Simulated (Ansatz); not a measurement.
## A series in volume per atom on ZnS

Results calculated with Ansatz 0.2.0, not measured. Periodic Kohn-Sham DFT of a crystal at fixed atoms; Kohn-Sham levels at symmetry points; band -1 is the highest filled and +1 the lowest empty one at that point, spin up along a +z start moment.

Cell of the first row (space group F-43m, No. 216):
```
ZnS
1.0
      0.0000     2.6494     2.6494
      2.6494     0.0000     2.6494
      2.6494     2.6494     0.0000
Zn S
1 1
Direct
  0.00000 0.00000 0.00000
  0.75000 0.75000 0.75000
```

Settings of every row: method all-electron LAPW; functional PBEsol; relativity scalar; k mesh 9x9x9; filling fermi-dirac; smearing width 0.01 eV; basis error target 0.25 meV/atom; nucleus gaussian.

Atom start moment: 0 on all atoms.

Limits: semilocal functionals tend to give too small a gap.

| row | volume per atom (Å³) | band gap (eV) | smallest direct gap on path (eV) |
| --- | --- | --- | --- |
| 1 | 18.598 | 2.23 | 2.23 |
| 2 | 18.993 | ? | ? |
| 3 | 19.389 | 2.05 | 2.05 |
| 4 | 19.587 | 2.006 | 2.006 |
| 5 | 19.785 | 1.963 | 1.963 |
| 6 | 19.983 | 1.921 | 1.921 |
| 7 | 20.181 | 1.88 | 1.88 |
| 8 | 20.576 | 1.799 | 1.799 |
| 9 | 20.972 | 1.72 | 1.72 |

Question: what band gap should row 2 give?

Worked fit of band gap. Take t = volume per atom − 20, in Å³. The shown rows have t = -1.402, -0.611, -0.413, -0.215, -0.017, 0.181, 0.576, 0.972. Least squares give band gap = 1.9176 − 0.21116 × t + 0.00832 × t² eV; a straight line predicts inner rows, each left out in turn, worse (root mean square 0.0037 against 0.00037 eV). All shown rows lie on it to the printed digit. The withheld row has t = -1.007, so the fit gives 1.9176 − 0.21116 × (-1.007) + 0.00832 × (-1.007)² = 2.139 eV.

The calculation gave 2.138 eV. The fit lies 0.001 eV (0.2 % of the column's range) above it, one unit of the last digit.

The other values of row 2: smallest direct gap on path 2.138 eV.
